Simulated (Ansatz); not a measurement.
Crystal: NiSb (Breithauptite).

```
Sb Ni
1.0
     3.92800    0.00000    0.00000
    -1.96400    3.40175    0.00000
     0.00000    0.00000    5.12000
Sb Ni
2 2
Direct
  0.66667 0.33333 0.75000
  0.33333 0.66667 0.25000
  0.00000 0.00000 0.50000
  0.00000 0.00000 0.00000
```

Base run:

* Program: Ansatz 0.2.0
* Functional: r2SCAN
* Potentials or basis: Ansatz PAW
* Cutoff: 500 eV
* Density cutoff: 2000 eV
* k mesh: 8 × 8 × 5
* Occupations: fermi-dirac, width 0.05 eV
* Spin: collinear spin, ferromagnetic start
* Starting moments: [0.0, 0.0, 1.0, 1.0] μB
* Hubbard terms: Ni d U = 2 eV

Its results: band gap on the k mesh none (metal or under the smearing width); pressure -0.3 GPa; net moment 0.00 μB per cell.

The run is repeated on the same cell with these changes: hubbard terms from Ni d U = 2 eV to Ni d U = 5 eV. What comes out?

Band gap on the k mesh none (metal or under the smearing width); pressure -0.8 GPa; net moment 0.00 μB per cell.

Caveats: the magnetic or orbital state may not be the lowest; the PAW data sets come from PBE, with cores solved anew for the run's functional, which leaves a small shift of forces and pressure; the U is typed as a test and isn't derived for this compound.

Not every run made on this cell is shown here.
